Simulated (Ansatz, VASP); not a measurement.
# GaP: VASP beside Ansatz, part 2 of 2

Wanted: the spread between two codes on one cell, functional and k mesh.

VASP 6.6.1 and Ansatz 0.2.0.

So far, gap on the k-mesh (eV): step 4 (side by side) 1.59.

### 8. VASP: single point, r2SCAN

Level of this step: r2SCAN; plane waves and PAW (Ga_d, P) (VASP).

A single point gives forces, pressure and levels at one fixed geometry, so differences don't come from the geometry; what else differs is listed under the comparison.

Contents of INCAR:

```
SYSTEM = GaP
PREC = Accurate
ENCUT = 400
EDIFF = 1E-07
NELM = 100
ISMEAR = 0
SIGMA = 0.05
LREAL = .FALSE.
ALGO = Normal
METAGGA = R2SCAN
LASPH = .TRUE.
NBANDS = 28
LWAVE = .FALSE.
LCHARG = .FALSE.
KPAR = 4
LOPTICS = .TRUE.
NEDOS = 2000
CSHIFT = 0.2
```

Contents of POSCAR:

```
GaP
1.0
    0.0000000000      2.7252500000      2.7252500000
    2.7252500000      0.0000000000      2.7252500000
    2.7252500000      2.7252500000      0.0000000000
Ga P
1 1
Direct
    0.0000000000      0.0000000000      0.0000000000
    0.7500000000      0.7500000000      0.7500000000
```

Contents of KPOINTS:

```
Automatic mesh
0
Gamma
11 11 11
0 0 0
```

The projector-augmented-wave data sets are Ga_d and P (PBE family, release 64).

On the command line:

```sh
$ mpirun -np 4 vasp_std
```

Numbers of over 12 decimals in the logs are rounded to 6 here.

The program printed:

```text
[banner, memory and clock lines left out]
running    4 mpi-ranks, on    1 nodes
[...]
|                                                                             |
|               ----> ADVICE to this user running VASP <----                  |
|                                                                             |
|     You enforced a specific xc type in the INCAR file but a different       |
|     [... a line on the potential file left out ...]
|     I HOPE YOU KNOW WHAT YOU ARE DOING!                                     |
|                                                                             |

 LDA part: xc-table for (None), standard interpolation
 POSCAR, INCAR and KPOINTS ok, starting setup
[...]
entering main loop
       N       E                     dE             d eps       ncg     rms          rms(c)
DAV:   1     0.905114404633E+02    0.90511E+02   -0.66344E+03  3916   0.818E+02
DAV:   2    -0.123687410758E+02   -0.10288E+03   -0.92763E+02  3444   0.256E+02
DAV:   3    -0.235415026998E+02   -0.11173E+02   -0.11033E+02  3832   0.530E+01
DAV:   4    -0.237399461848E+02   -0.19844E+00   -0.19832E+00  3680   0.743E+00
[...]
DAV:  13    -0.214626286827E+02   -0.19407E-05   -0.87317E-08  3412   0.145E-03    0.792E-04
DAV:  14    -0.214626293595E+02   -0.67688E-06   -0.41985E-09  2128   0.424E-04    0.440E-04
DAV:  15    -0.214626293410E+02    0.18569E-07   -0.72264E-10  1968   0.215E-04
   1 F= -.21462629E+02 E0= -.21462629E+02  d E =-.399335E-12
 optical routines
 imaginary and real dielectric function
 direction            1
 direction            2
 direction            3
```

From OUTCAR (step 8):

```text
  Total       -0.0582719     -0.0582719     -0.0582719     -0.0000000      0.0000000      0.0000000
  in kB       -2.3063264     -2.3063264     -2.3063264     -0.0000000      0.0000000      0.0000000
  external PRESSURE =      -2.3063264 kB  Pullay stress =       0.0000000 kB

 POSITION                                       TOTAL-FORCE (eV/Angst)
 -----------------------------------------------------------------------------------
      0.00000      0.00000      0.00000        -0.000000     -0.000000     -0.000000
      4.08788      4.08788      4.08788         0.000000      0.000000      0.000000
 -----------------------------------------------------------------------------------
    total drift:                                0.000003      0.000003      0.000003

  FREE ENERGIE OF THE ION-ELECTRON SYSTEM (eV)
  ---------------------------------------------------
  free  energy   TOTEN  =       -21.4626293410 eV

  energy  without entropy=      -21.4626293410  energy(sigma->0) =      -21.46262934

[... 1 part as in an earlier step ...]

[... 2 further parts left out ...]
[key lines of the parts left out:]
E-fermi :   4.6780
```

### 9. Ansatz: single point, r2SCAN

The same cell, functional, mesh and smearing now go to Ansatz, which takes its cutoff from its data sets.

Contents of input.yaml:

```yaml
crystal:
  lattice:
    - [0.0, 2.72525, 2.72525]
    - [2.72525, 0.0, 2.72525]
    - [2.72525, 2.72525, 0.0]
  atoms:
    - { symbol: Ga, position: [0.0, 0.0, 0.0] }
    - { symbol: P, position: [0.75, 0.75, 0.75] }
hamiltonian:
  xc: r2scan
  pseudopotentials: { kind: paw }
kpoints:
  mp_grid: { grid: [11, 11, 11] }
scf:
  occupations: { method: gaussian, width: 0.05 }
  n_extra_bands: 4
output:
  forces: true
  stress: true
  eigenvalues: true
  write_density: true
  write_potential: true
  elf: true
  volumetric_format: npy
```

On the command line:

```sh
$ ansatz run input.yaml --threads 2 --pin off --max-ram 4608MiB --backend cpu --events-out ev --progress --plain --runs-dir out
```

The program printed:

```text
[...]
Crystal: 2 atoms, lattice volume = 40.481 Å³
Basis set: ecut = 500 eV, 965 PW (Γ), exchange–correlation on 120×120×120 points (64 copies of the dense FFT grid, shifted against one another)
Bands: 13, of which v1, the nominal top of the filled ones, is band 9 counted from 1 (8 counted from 0)
Symmetry: 24 space group operations
[...]
--- Band table (eV; the first three rows and the last of 56) ---
  k-point 0: bands = [... 5 lower, -6.1269, 6.8989, 6.8989, 6.8989, 9.2642, 11.0723, 11.0723, 11.0723]
  k-point 1: bands = [... 5 lower, -6.0132, 5.8913, 6.7641, 6.7641, 9.7308, 11.2810, 11.2810, 11.3773]
  k-point 2: bands = [... 5 lower, -5.6824, 4.1989, 6.4563, 6.4563, 9.6836, 11.7203, 11.7203, 12.6260]
  k-point 55: bands = [... 5 lower, -2.9885, 0.1909, 2.9902, 3.6952, 11.3014, 12.4279, 13.4638, 14.0449]
[key lines of the parts left out:]
SCF converged after 6 iterations
Free energy (F): -4550.484660 eV
Fermi energy:    7.828579 eV
P = ⅓ Tr σ = 0.0433 GPa (0.433 kbar)
```

Run time: 4.7 s. Hardware: 2 threads of Arm Neoverse V1, shared host; peak memory 0.51 GiB; 9.1 s of CPU time.

The run ends at a pressure of 0.04 GPa.

### 10. Comparison

What differs besides the data sets and the points named for the pairs above, as far as they apply: VASP keeps PBE cores, Ansatz makes them for the functional; the cutoff is 500 eV in Ansatz and 400 eV in VASP. Total energies have different zeros and are not compared.

Compared:

```
              quantity  Ansatz   VASP  difference
        pressure (GPa)    0.04  -0.23       +0.27
gap on the k mesh (eV)   1.860  1.867      -0.006
```

A gap on the mesh is an upper bound, since the band edges may lie between its points.

### 11. Summary of results

```json
{
 "difference in gap on the k mesh (single point, PBE)": "0.0035 eV",
 "difference in ε∞ xx (dielectric response, PBE)": "-1.4 %",
 "difference in gap on the k mesh (single point, r2SCAN)": "-0.0064 eV"
}
```

What this shows: The difference in ε∞ xx is -1.4 % (dielectric response, PBE), within the 5 % picked in this series as the mark of a large difference. Such differences can come from data sets, numerical settings and the points named under the comparisons, not from the functional's error against experiment.

[Lines on the potential files, build, host, timing and source positions are cut from VASP's logs without a mark.]

[Logs are printed without paths, hosts, clocks, repeated set-up lines and the standing remarks that a program may print on its own settings, such as how far it seeks lower states.]

[Hosts, paths, dates, database ids (printed as entryN), source tags and the programs' standing remarks are cut or masked in the printed files.]
